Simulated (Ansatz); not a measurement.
**Energy against volume for BaSnO3 (cubic perovskite)**

BaSnO$_{3}$ (cubic perovskite)

```cif
data_BaO3Sn
_chemical_formula_sum 'Ba1 Sn1 O3'
_space_group_name_H-M_alt 'Pm-3m'
_space_group_IT_number 221
_space_group_name_Hall '-P 4 2 3'
_cell_length_a 4.17621
_cell_length_b 4.17621
_cell_length_c 4.17621
_cell_angle_alpha 90.000
_cell_angle_beta 90.000
_cell_angle_gamma 90.000
loop_
_atom_site_label
_atom_site_type_symbol
_atom_site_symmetry_multiplicity
_atom_site_Wyckoff_symbol
_atom_site_fract_x
_atom_site_fract_y
_atom_site_fract_z
_atom_site_occupancy
Ba1 Ba 1 a 0.00000 0.00000 0.00000 1
Sn1 Sn 1 b 0.50000 0.50000 0.50000 1
O1 O 3 c 0.00000 0.50000 0.50000 1
```

Equation-of-state scan: isotropic scaling of the cell above, V₀ being its volume. Symmetry pins the atoms to their sites.

Computed with PBE (plane waves to 420 eV, PAW, scalar-relativistic; Ansatz, a program for electronic structure). k mesh 8×8×8 (Γ-centred), Fermi-Dirac smearing 0.05 eV. The energy includes the smearing's −TS. Stress and pressure are positive under compression. BaSnO3 was relaxed with its symmetry unable to fall. The PAW data are Ansatz's earlier set. The zero of ΔE is the relaxed starting cell.

| V (Å³/cell) | ΔE (eV/atom) | P (GPa) |
|---|---|---|
| 65.55 | 0.0750 | 18.3 |
| 66.77 | 0.0502 | 14.4 |
| 67.98 | 0.0311 | 11.0 |
| 69.19 | 0.0168 | 7.8 |
| 70.41 | 0.0072 | 4.9 |
| 71.62 | 0.0017 | 2.3 |
| 72.84 | 0.0000 | 0.0 |
| 74.05 | 0.0016 | -2.1 |
| 75.26 | 0.0063 | -4.0 |
| 76.48 | 0.0136 | -5.7 |
| 77.69 | 0.0235 | -7.3 |
| 78.91 | 0.0356 | -8.7 |
| 80.12 | 0.0497 | -10.0 |

Read from the data:

```yaml
pressure_at_the_smallest_volume: 18.3 GPa
energy_cost_of_the_largest_compression: 75.0 meV/atom
energy_cost_of_the_largest_expansion: 49.7 meV/atom
Bulk modulus B₀ (third-order Birch-Murnaghan fit): 133 GPa
Pressure derivative B₀′ (fit): 5.1
equilibrium_volume_of_the_fit: 14.57 Å³/atom
Pressure for 5 % compression (fit): 7.8 GPa
```

The 13 points together took very roughly 30 core-seconds.

(Under strain, the slope of the energy per volume gives the stress and its curvature an elastic modulus.)
